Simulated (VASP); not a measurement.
# Te2Pt (Moncheite) (P-3m1) in VASP: a series of runs

Aim: see how the results for Te2Pt (Moncheite) move with the level of theory and the settings. Levels: PBE+D3(BJ), PBE, LDA, r2SCAN. Tasks: phonons, band structure.

All numbers are computed with VASP 6.6.1; they aren't measurements. Logs are shortened: lines on timing, memory, paths and dates and some standing lists are left out, and cuts for length are marked.

### Step 1. The crystal as given

It takes space group P-3m1 (No. 164, trigonal). The conventional cell has a = 4.051 Å, b = 4.051 Å, c = 5.078 Å, α = 90.00°, β = 90.00°, γ = 120.00°. Te (site symmetry 3m) is surrounded by 3 Pt at 2.71 Å. Pt (site symmetry -3m) is surrounded by 6 Te at 2.71 Å.

### Step 2. Phonons, PBE+D3(BJ)

Contents of POSCAR:

```
Te2Pt
1.0
    4.0505954404      0.0000000000      0.0000000000
   -2.0252977202      3.5079185518      0.0000000000
   -0.0000000000      0.0000000000      5.0784466943
  Te              Pt
     2     1
Direct
     0.3333333332999970    0.6666666667000030    0.2677311670304044
     0.6666666667000030    0.3333333332999970    0.7322688329695956
     0.0000000000000000    0.0000000000000000    0.0000000000000000
```

Contents of INCAR.step1:

```
SYSTEM = Te2Pt
  PREC = Accurate
  ENCUT = 600
  EDIFF = 1E-8
  ISMEAR = 1
  SIGMA = 0.2
  LREAL = .False.
  LASPH = .True.
  NELM = 80
  ALGO = Fast
  ISIF = 3
  LWAVE = .False.
  LCHARG = .False.
  GGA = PE
  IVDW = 12
  KPAR = 2
  IBRION = 2
  NSW = 40
  EDIFFG = -0.002
```

Contents of INCAR.step2:

```
SYSTEM = Te2Pt
  PREC = Accurate
  ENCUT = 600
  EDIFF = 1E-8
  ISMEAR = 1
  SIGMA = 0.2
  LREAL = .False.
  LASPH = .True.
  NELM = 80
  ALGO = Fast
  ISIF = 2
  LWAVE = .False.
  LCHARG = .False.
  GGA = PE
  IVDW = 12
  KPAR = 2
  IBRION = 6
  NFREE = 2
  POTIM = 0.015
  NSW = 1
```

Contents of KPOINTS:

```
Automatic mesh
0
Gamma
  18 18 11
  0 0 0
```

Potentials or basis: VASP PAW PBE potentials, release 64 (Te, Pt).

Command:

```bash
> cat potpaw_PBE.64/Te/POTCAR potpaw_PBE.64/Pt/POTCAR > POTCAR
> cp INCAR.step1 INCAR
> mpirun -np 2 vasp_std > vasp.out
> cp CONTCAR POSCAR
> cp INCAR.step2 INCAR
> mpirun -np 2 vasp_std > vasp.out
```

OUTCAR:

```text
SYSTEM = Te2Pt
   PREC = Accurate
   ENCUT = 600
   EDIFF = 1E-8
   ISMEAR = 1
   LREAL = .False.
   LASPH = .True.
   NELM = 80
   ISIF = 2
   GGA = PE
   IVDW = 12
   IBRION = 6
   NFREE = 2
   POTIM = 0.015
   NSW = 1
 IVDW          = 12

 ion  position               nearest neighbor table
   1  0.333  0.667  0.267-   3 2.70   3 2.70   3 2.70   2 3.33   2 3.33   2 3.33   2 3.59   2 3.59
                             2 3.59
   2  0.667  0.333  0.733-   3 2.70   3 2.70   3 2.70   1 3.33   1 3.33   1 3.33   1 3.59   1 3.59
                             1 3.59
   3  0.000  0.000  0.000-   1 2.70   2 2.70   1 2.70   2 2.70   2 2.70   1 2.70

  LATTYP: Found a hexagonal cell.
 ALAT       =     4.0505921629
 C/A-ratio  =     1.2559539087

  Lattice vectors:

 A1 = (   4.0505921629,   0.0000000000,   0.0000000000)
 A2 = (  -2.0252960814,   3.5079157134,   0.0000000000)
 A3 = (   0.0000000000,   0.0000000000,   5.0873570594)

Analysis of symmetry for initial positions (statically):
=====================================================================
 Subroutine PRICEL returns:
 Original cell was already a primitive cell.

 Routine SETGRP: Setting up the symmetry group for a
 hexagonal supercell.

 Subroutine GETGRP returns: Found 12 space group operations
 (whereof 12 operations were pure point group operations)
 out of a pool of 24 trial point group operations.

The static configuration has the point symmetry D_3d.

Analysis of symmetry for dynamics (positions and initial velocities):
=====================================================================
 Subroutine PRICEL returns:
 Original cell was already a primitive cell.

 Routine SETGRP: Setting up the symmetry group for a
 hexagonal supercell.

 Subroutine GETGRP returns: Found 12 space group operations
 (whereof 12 operations were pure point group operations)
 out of a pool of 24 trial point group operations.

The dynamic configuration has the point symmetry D_3d.

 Subroutine INISYM returns: Found 12 space group operations
 (whereof 12 operations are pure point group operations),
 and found     1 'primitive' translations

----------------------------------------------------------------------------------------

                                     Primitive cell

  volume of cell :      72.2869

  direct lattice vectors                    reciprocal lattice vectors
     4.050592163  0.000000000  0.000000000     0.246877484  0.142534782  0.000000000
    -2.025296081  3.507915713  0.000000000     0.000000000  0.285069563  0.000000000
     0.000000000  0.000000000  5.087357059     0.000000000  0.000000000  0.196565719

  length of vectors
     4.050592163  4.050592163  5.087357059     0.285069563  0.285069563  0.196565719

  position of ions in fractional coordinates (direct lattice)
     0.333333333  0.666666667  0.267079515
     0.666666667  0.333333333  0.732920485
     0.000000000  0.000000000  0.000000000

  ion indices of the primitive-cell ions
   primitive index   ion index
                 1           1
                 2           2
                 3           3

----------------------------------------------------------------------------------------

 KPOINTS: Automatic mesh

Automatic generation of k-mesh.
 Grid dimensions read from file:
 generate k-points for:   18   18   11

 Generating k-lattice:

  Cartesian coordinates                     Fractional coordinates (reciprocal lattice)
     0.013715416  0.007918599  0.000000000     0.055555556  0.000000000  0.000000000
     0.000000000  0.015837198  0.000000000     0.000000000  0.055555556  0.000000000
     0.000000000  0.000000000  0.017869611     0.000000000  0.000000000  0.090909091

  Length of vectors
     0.015837198  0.015837198  0.017869611

  Shift w.r.t. Gamma in fractional coordinates (k-lattice)
     0.000000000  0.000000000  0.000000000

 Subroutine IBZKPT returns following result:
 ===========================================

 Found    357 irreducible k-points:

 Following reciprocal coordinates:
            Coordinates               Weight
  0.000000  0.000000  0.000000      1.000000
  0.055556  0.000000  0.000000      6.000000
  0.111111  0.000000  0.000000      6.000000
  0.166667  0.000000  0.000000      6.000000
  0.222222  0.000000  0.000000      6.000000
  0.277778  0.000000  0.000000      6.000000
[... 16 lines left out ...]
  0.333333  0.111111  0.000000     12.000000
  0.388889  0.111111  0.000000     12.000000
 [... further k-points ...]
   k-points           NKPTS =    357   k-points in BZ     NKDIM =    357   number of bands    NBANDS=     15
   number of dos      NEDOS =    301   number of ions     NIONS =      3
   total plane-waves  NPLWV =  43008
   dimension x,y,z NGX =    32 NGY =   32 NGZ =   42
   dimension x,y,z NGXF=    64 NGYF=   64 NGZF=   84
   ions per type =               2   1
   NGX,Y,Z   is equivalent  to a cutoff of  13.13, 13.13, 13.72 a.u.
   NGXF,Y,Z  is equivalent  to a cutoff of  26.27, 26.27, 27.45 a.u.
 SYSTEM =  Te2Pt
   PREC   = accura    normal or accurate (medium, high low for compatibility)
   ISTART =      0    job   : 0-new  1-cont  2-samecut
   ICHARG =      2    charge: 1-file 2-atom 10-const
   ISPIN  =      1    spin polarized calculation?
   LNONCOLLINEAR =      F non collinear calculations
   LSORBIT =      F    spin-orbit coupling
   LASPH  =      T    aspherical Exc in radial PAW
   ENCUT  =  600.0 eV  44.10 Ry    6.64 a.u.   8.09  8.09 10.16*2*pi/ulx,y,z
   NELM   =     80;   NELMIN=  2; NELMDL=  0     # of ELM steps
   EDIFF  = 0.1E-07   stopping-criterion for ELM
   LREAL  =      F    real-space projection
   EDIFFG = 0.1E-06   stopping-criterion for IOM
   NSW    =     73    number of steps for IOM
   IBRION =      6    ionic relax: 0-MD 1-quasi-New 2-CG
   NFREE  =      2    steps in history (QN), initial steepest desc. (CG)
   ISIF   =      2    stress and relaxation
   ISYM   =      2    0-nonsym 1-usesym 2-fastsym
   POTIM  = 0.0150    time-step for ionic-motion
   TEBEG  =    0.0;   TEEND  =   0.0 temperature during run
   PSTRESS=    0.0 pullay stress
   NELECT =      22.0000    total number of electrons
   NUPDOWN=      -1.0000    fix difference up-down
   EMIN   =  10.00;   EMAX   =-10.00  energy-range for DOS
   EFERMI =   0.00;   METHOD = LEGACY
   ISMEAR =     1;   SIGMA  =   0.20  broadening in eV -4-tet -1-fermi 0-gaus
   EFERMI_NEDOS =   21; number of points for ismear=-14 and -15
   IALGO  =     68    algorithm
   IMIX   =      4    mixing-type and parameters
     AMIX     =   0.40;   BMIX     =  1.00
     AMIX_MAG =   1.60;   BMIX_MAG =  1.00
  volume/ion in A,a.u.               =      24.10       162.61
  Fermi-wavevector in a.u.,A,eV,Ry     =   1.101190  2.080948 16.498702  1.212620
  Thomas-Fermi vector in A             =   2.237614
   LORBIT       =      0    0 simple, 1 ext, 2 COOP (PROOUT), +10 PAW based schemes
   GGA     = PE    functional components
   LHFCALC =     F    Hartree Fock is set to
   AEXX    =    0.0000 exact exchange contribution
   IVDW    =    12    specifies the selected vdW correction
   LEPSILON=     F    determine dielectric tensor
   LRPA    =     F    only Hartree local field effects (RPA)
 finite differences with symmetry
 non-spin polarized calculation
 RMM-DIIS sequential band-by-band and
 Methfessel and Paxton  Order N= 1 SIGMA  =   0.20
  energy-cutoff  :      600.00
  volume of cell :       72.29
 maximum number of plane-waves:      2433
   NGX = 17   NGY = 17   NGZ = 21

--------------------------------------- Ionic step        1  -------------------------------------------

 number of electron      21.9999998 magnetization

 Free energy of the ion-electron system (eV)
  ---------------------------------------------------
  ext. energy  EPLUGINS =         0.00000000
  ---------------------------------------------------
  free energy    TOTEN  =       -13.51414273 eV

  energy without entropy =      -13.51318693  energy(sigma->0) =      -13.51382413

------------------------ aborting loop because EDIFF is reached ----------------------------------------

 Edisp (eV)   -1.70153

 E8    (eV) :    -0.7810
[... 319 lines left out ...]
--------------------------------------- Ionic step        9  -------------------------------------------

 number of electron      21.9999999 magnetization

 Free energy of the ion-electron system (eV)
  ---------------------------------------------------
  ext. energy  EPLUGINS =         0.00000000
  ---------------------------------------------------
  free energy    TOTEN  =       -13.51296165 eV

  energy without entropy =      -13.51201031  energy(sigma->0) =      -13.51264453

 E-fermi :   8.8799     XC(G=0): -10.6306

 val. band max:        8.8759521661   @ k =   0.4444   0.1111   0.0000
 cond. band min:       8.8801344685   @ k =   0.3333   0.2778   0.0909
 fundamental gap:      0.0041823024
 Fermi energy:         8.8798633171

 k-point     1 :       0.0000    0.0000    0.0000
  band No.  band energies     occupation
      1      -5.2245      2.00000
      2      -1.5941      2.00000
      3       2.1235      2.00000
      4       3.2185      2.00000
      5       3.2185      2.00000
      6       5.1837      2.00000
      7       5.1837      2.00000
      8       6.2318      2.00000
      9       8.3953      2.00325
     10       8.3953      2.00325
     11       9.6540     -0.00000
     12       9.6540     -0.00000
     13      10.4939     -0.00000
     14      11.4765     -0.00000
[... 401 lines left out ...]
      2      -2.7017      2.00000
      3       2.3586      2.00000
      4       3.6875      2.00000
      5       4.1606      2.00000
      6       4.4004      2.00000
      7       4.9441      2.00000
      8       5.4967      2.00000
      9       5.7156      2.00000
     10       6.0686      2.00000
     11       6.9974      2.00000
     12       8.9858      0.22823
     13      10.7430     -0.00000
     14      12.4434     -0.00000
     15      13.8028      0.00000

 [... further k-points ...]

------------------------ aborting loop because EDIFF is reached ----------------------------------------

 Edisp (eV)   -1.70153

 E8    (eV) :    -0.7810
[... 26 lines left out ...]
  FREE ENERGIE OF THE ION-ELECTRON SYSTEM (eV)
  ---------------------------------------------------
  free  energy   TOTEN  =       -15.2144882433 eV

  energy  without entropy=      -15.2135369058  energy(sigma->0) =      -15.21417113

 INTERNAL STRAIN TENSORS FROM DISPLACED ATOMS
 ============================================

 INTERNAL STRAIN TENSOR FOR ION    1 for displacements in x,y,z  (eV/Angst):
          X           Y           Z          XY          YZ          ZX
  --------------------------------------------------------------------------------
  x     0.00000     0.00000     0.00000     2.73369    -0.00000    -5.36891
  y     2.73369    -2.73369    -0.00000     0.00000    -5.36891     0.00000
  z    -8.46152    -8.46152    -9.10017     0.00000     0.00000     0.00000

 INTERNAL STRAIN TENSOR FOR ION    3 for displacements in x,y,z  (eV/Angst):
          X           Y           Z          XY          YZ          ZX
  --------------------------------------------------------------------------------
  x     0.00000     0.00000     0.00000     0.00000     0.00000     0.00000
  y     0.00000     0.00000     0.00000     0.00000     0.00000     0.00000
  z     0.00000     0.00000     0.00000     0.00000     0.00000     0.00000

 Eigenvectors and eigenvalues of the dynamical matrix
 ----------------------------------------------------

   1 f  =    5.105224 THz    32.077070 2PiTHz  170.291953 cm-1    21.113502 meV
             X         Y         Z           dx          dy          dz
     -0.000000  2.338610  1.358729     0.465238   -0.000002   -0.000000
      2.025296  1.169305  3.728628     0.465238   -0.000002    0.000000
      0.000000  0.000000  0.000000    -0.753065    0.000003    0.000000
[... 25 lines left out ...]
   6 f  =    3.097988 THz    19.465235 2PiTHz  103.337769 cm-1    12.812245 meV
             X         Y         Z           dx          dy          dz
     -0.000000  2.338610  1.358729     0.000004   -0.707107    0.000000
      2.025296  1.169305  3.728628    -0.000004    0.707107   -0.000000
      0.000000  0.000000  0.000000     0.000000    0.000000    0.000000

   7 f/i=    0.000930 THz     0.005846 2PiTHz    0.031035 cm-1     0.003848 meV
             X         Y         Z           dx          dy          dz
     -0.000000  2.338610  1.358729     0.000000    0.000000    0.532424
      2.025296  1.169305  3.728628     0.000000    0.000000    0.532424
      0.000000  0.000000  0.000000     0.000000    0.000000    0.658066

   8 f/i=    0.001796 THz     0.011286 2PiTHz    0.059915 cm-1     0.007429 meV
             X         Y         Z           dx          dy          dz
     -0.000000  2.338610  1.358729    -0.044279    0.530653   -0.000000
      2.025296  1.169305  3.728628    -0.044279    0.530653    0.000000
      0.000000  0.000000  0.000000    -0.054710    0.655667    0.000000

   9 f/i=    0.001796 THz     0.011286 2PiTHz    0.059915 cm-1     0.007429 meV
             X         Y         Z           dx          dy          dz
     -0.000000  2.338610  1.358729     0.530653    0.044279    0.000000
      2.025296  1.169305  3.728628     0.530653    0.044279   -0.000000
      0.000000  0.000000  0.000000     0.655667    0.054710    0.000000

 ELASTIC MODULI CONTR FROM IONIC RELAXATION (kBar)
 Direction    XX          YY          ZZ          XY          YZ          ZX
 --------------------------------------------------------------------------------
 XX        -345.1770   -212.9560   -300.1294      0.0000    129.8397     -0.0000
 YY        -212.9560   -345.1770   -300.1294     -0.0000   -129.8397      0.0000
 ZZ        -300.1294   -300.1294   -322.7822      0.0000     -0.0000     -0.0000
 XY           0.0000     -0.0000      0.0000    -66.1105     -0.0000    129.8397
 YZ         129.8397   -129.8397     -0.0000     -0.0000   -255.0026      0.0000
 ZX          -0.0000      0.0000     -0.0000    129.8397      0.0000   -255.0027
 --------------------------------------------------------------------------------
```

It took 37 min on 2 MPI ranks of Intel Xeon Platinum 8488C (Sapphire Rapids), shared host; peak memory 3.4 GiB.

Results:

```
Relaxed volume                                          : 24.10 Å³/atom
Relaxed cell                                            : a = 4.051 Å, b = 4.051 Å, c = 5.087 Å, α = 90.00°, β = 90.00°, γ = 120.00°
Space group after relaxing (to 0.05 Å)                  : P-3m1 (No. 164)
Highest phonon frequency at Γ, LO-TO splitting left out : 170 cm⁻¹
Dispersion energy per atom                              : -0.567 eV
```

Final structure:
```yaml
crystal:
  lattice:
    - [4.05059, 0.00000, 0.00000]
    - [-2.02530, 3.50792, 0.00000]
    - [0.00000, 0.00000, 5.08736]
  atoms:
    - { symbol: Te, position: [0.33333, 0.66667, 0.26708] }
    - { symbol: Te, position: [0.66667, 0.33333, 0.73292] }
    - { symbol: Pt, position: [0.00000, 0.00000, 0.00000] }
```

Phonon frequencies in cm⁻¹ (negative: imaginary):
| q point | frequencies |
| --- | --- |
| (0.000, 0.000, 0.000) | 0 0 0 103 103 156 161 170 170 |

Spin-orbit coupling is left out, which matters for the levels of Pt, Te.

### Step 3. Band structure, PBE

Contents of INCAR:

```
PREC     = Accurate       # precision mode
ENCUT    = 520            # plane-wave cutoff, eV
EDIFF    = 1E-7           # SCF threshold, eV
ISMEAR   = 1              # smearing method
SIGMA    = 0.1            # smearing width, eV
LREAL    = False          # projectors in reciprocal space
LASPH    = True           # aspherical terms in the spheres
NELM     = 80             # most SCF steps
ALGO     = Normal         # electronic algorithm
ISIF     = 2              # what is computed and relaxed
LWAVE    = False          # write WAVECAR
LCHARG   = False          # write CHGCAR
LMAXMIX  = 4              # l up to which the mixer works
GGA      = PE             # functional
```

Contents of KPOINTS:

```
regular mesh
0
Gamma
  12 12 7
```

Contents of POSCAR:

```
Te2Pt                                   
1.0
    4.0505954246     -0.0000000000      0.0000000000
   -2.0252977122      3.5079185382     -0.0000000000
    0.0000000000      0.0000000000      5.0784466179
  Te              Pt            
     2     1
Direct
     0.3333333332999970    0.6666666667000030    0.2677311677659605
     0.6666666667000030    0.3333333332999970    0.7322688322340395
     0.0000000000000000    0.0000000000000000    1.0000000000000000
```

Contents of KPOINTS_OPT:

```
explicit points
258
Reciprocal
 0.0000000000  0.0000000000  0.0000000000 1
 0.0263157895  0.0000000000  0.0000000000 1
 0.0526315789  0.0000000000  0.0000000000 1
 0.0789473684  0.0000000000  0.0000000000 1
 0.1052631579  0.0000000000  0.0000000000 1
 0.1315789474  0.0000000000  0.0000000000 1
[... 250 lines left out ...]
 0.5000000000  0.0000000000  0.0289717700 1
 0.5000000000  0.0000000000 -0.0289717700 1
```

Potentials or basis: VASP PAW PBE potentials, release 64 (Te, Pt).

Command:

```bash
> cat potpaw_PBE.64/Te/POTCAR potpaw_PBE.64/Pt/POTCAR > POTCAR
> mpirun -np 1 vasp_std > vasp.out
```

Run time: 1.9 min. Hardware: 1 thread of AMD EPYC 9R45 (Zen 5), shared host; peak memory 0.3 GiB.

It converged, with:

| Quantity | Value |
| --- | --- |
| Free energy | -13.5141 eV |
| Pressure | 3.8 GPa |
| Largest force | 0.023 eV/Å |
| Band gap along the path | none (metal or under the smearing width) |

Forces in eV/Å, atoms in the order of the input:
```
Te   0.000  0.000 -0.023
Te   0.000  0.000  0.023
Pt   0.000  0.000  0.000
```

Levels at the corners of the path, in eV from the Fermi level:
| point | band 9 | band 10 | band 11 | band 12 | band 13 | band 14 |
| --- | --- | --- | --- | --- | --- | --- |
| Γ | -0.49 | -0.49 | 0.75 | 0.75 | 1.61 | 2.59 |
| M | -3.35 | -3.23 | -2.88 | 0.08 | 2.68 | 3.98 |
| M | -3.35 | -3.23 | -2.88 | 0.08 | 2.68 | 3.98 |
| K | -1.84 | -1.77 | -1.77 | -0.17 | -0.17 | 2.52 |
| K | -1.84 | -1.77 | -1.77 | -0.17 | -0.17 | 2.52 |
| Γ | -0.49 | -0.49 | 0.75 | 0.75 | 1.61 | 2.59 |
| Γ | -0.49 | -0.49 | 0.75 | 0.75 | 1.61 | 2.59 |
| A | -1.37 | -1.37 | -1.37 | 2.25 | 2.25 | 4.23 |
| A | -1.37 | -1.37 | -1.37 | 2.25 | 2.25 | 4.23 |
| L | -3.19 | -2.25 | -0.67 | 0.20 | 1.37 | 4.45 |
| L | -3.19 | -2.25 | -0.67 | 0.20 | 1.37 | 4.45 |
| H | -3.43 | -2.69 | -2.69 | 2.71 | 2.71 | 5.88 |
| H | -3.43 | -2.69 | -2.69 | 2.71 | 2.71 | 5.88 |
| A | -1.37 | -1.37 | -1.37 | 2.25 | 2.25 | 4.23 |
| L | -3.19 | -2.25 | -0.67 | 0.20 | 1.37 | 4.45 |
| M | -3.35 | -3.23 | -2.88 | 0.08 | 2.68 | 3.98 |
| K | -1.84 | -1.77 | -1.77 | -0.17 | -0.17 | 2.52 |
| H | -3.43 | -2.69 | -2.69 | 2.71 | 2.71 | 5.88 |

Caveat: spin-orbit coupling is left out, which moves the levels of the heavy elements.

(Continued in part 2 of 2.)
